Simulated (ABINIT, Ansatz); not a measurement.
This is a calculation of Nb for Ansatz 0.2.0. The given cell was strained at random by a few per cent at fixed volume. This isn't the form of Nb at room conditions, which is bcc.

Contents of input.yaml:

```yaml
crystal:
  lattice:
    - [2.712446, -0.018267, -0.022495]
    - [-0.018267, 2.743189, -0.007426]
    - [-0.022495, -0.007426, 2.703773]
  atoms:
    - { symbol: Nb, position: [0.514321, 0.502706, 0.521349] }
hamiltonian:
  xc: pbe
  pseudopotentials: { kind: paw }
kpoints:
  mp_grid: { grid: [10, 10, 10] }
scf:
  occupations: { method: fermi_dirac, width: 0.05 }
output:
  forces: true
  stress: true
  eigenvalues: true
```

Potentials or basis: Ansatz PAW.

The run is started by

```sh
$ ansatz run input.yaml --threads 1 --pin off --max-ram 3584MiB --backend cpu --events-out ev --progress --plain --runs-dir out
```

Problem. What does the same run look like in ABINIT 10.8.3 (patched build)? Potentials or basis there: JTH PAW PBE v2.0, cutoff 435 eV.

Solution. As run (cutoffs and basis follow the program's own potentials, and thresholds, step limits or extra output files can differ):

File run.abi:

```
# Pseudopotentials
pp_dirpath "./"
pseudos "Nb.GGA_PBE-JTH.xml"

# Structure
acell 2.7126007836 2.7432598708 2.7038767735 Angstrom
rprim
     0.9999429390    -0.0067341277    -0.0082927794
    -0.0066588660     0.9999741655    -0.0027069984
    -0.0083195359    -0.0027464269     0.9999616205
ntypat 1
znucl 41
natom 1
typat 1
xred
     0.5143210000     0.5027060000     0.5213490000
chkprim 0
chksymtnons 0
tolsym 1.0e-6

# Plane-wave basis
ecut 16.0
pawecutdg 32.0
pawxcdev 0

# k points
kptopt 1
ngkpt 10 10 10
nshiftk 1
shiftk 0.0 0.0 0.0

# Exchange and correlation
ixc 11

# Bands and occupations
nband 11
occopt 3
tsmear 0.05 eV

# SCF cycle
nstep 100
tolvrs 1.0e-9

# Output
iomode 3
prtwf 0
prtden 0
prteig 0
prtebands 0
enunit 2
```

Potentials or basis: JTH PAW PBE v2.0.

Launch:

```console
$ abinit run.abi > log 2>&1
```

Both were run:

|  | Ansatz | ABINIT |
| --- | --- | --- |
| Pressure | 0.5 GPa | 0.0 GPa |
| Energy over the undisturbed cell | -4.5 meV/atom | -4.5 meV/atom |

Ansatz's pressure holds a Pulay term of +0.03 GPa for its cutoff of 420 eV, which the other run lacks.

Where Ansatz's input types no cutoff or centring, it takes its own default and a Γ-centred mesh.

The undisturbed cell isn't at this level's minimum, so the move can lower the energy.

Pressure is positive in compression.
